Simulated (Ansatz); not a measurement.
Something may be wrong with this Ansatz 0.2.0 calculation of Re.

The input input.yaml:

```yaml
crystal:
  lattice:
    - [0.0, 1.975, 1.975]
    - [1.975, 0.0, 1.975]
    - [1.975, 1.975, 0.0]
  atoms:
    - { symbol: Re, position_ang: [0.0, 0.0, 0.0], spin: 1.0 }
kpoints:
  mp_grid: { grid: [12, 12, 12] }
scf:
  occupations: { method: fermi_dirac, width: 0.3 }
  n_extra_bands: 0
  max_iter: 100
hamiltonian:
  xc: lda
  pseudopotentials:
    kind: all_electron
    lapw: { basis_error: 0.001 }
    dirac_shells: { Re: ["4p", "4d"] }
magnetization:
  spin_polarized: true
output:
  forces: true
  stress: true
  eigenvalues: true
  dos: { projected: false, de: 0.2, e_range: [-20, 8] }
```

Potentials or basis: all-electron LAPW, inner shells corrected to Dirac's equation.

Run with:

```sh
$ ansatz run input.yaml --threads 1 --pin off --max-ram 2560MiB --backend cpu --events-out ev --progress --plain --runs-dir out
```

Output:

```text
Error: inconsistent input (scf.n_extra_bands, scf.occupations.method): n_bands = 20 leaves no empty band above the 20 bands per channel that the deck's 39 electrons occupy, and the occupations search for the Fermi level (a smearing at a finite width, or tetrahedra): a level found among occupied bands alone can fill a metal as an insulator; raise scf.n_extra_bands until at least 21 bands are solved (omitted, it auto-derives to 25) (see scf.n_extra_bands in the input reference)
```

Task: How did it end, and where is the flaw?

Result: The input was rejected before any iteration. The input holds a flaw that was put in on purpose: too few bands (scf.n_extra_bands = 0; scf.occupations = method fermi_dirac, width 0.3).
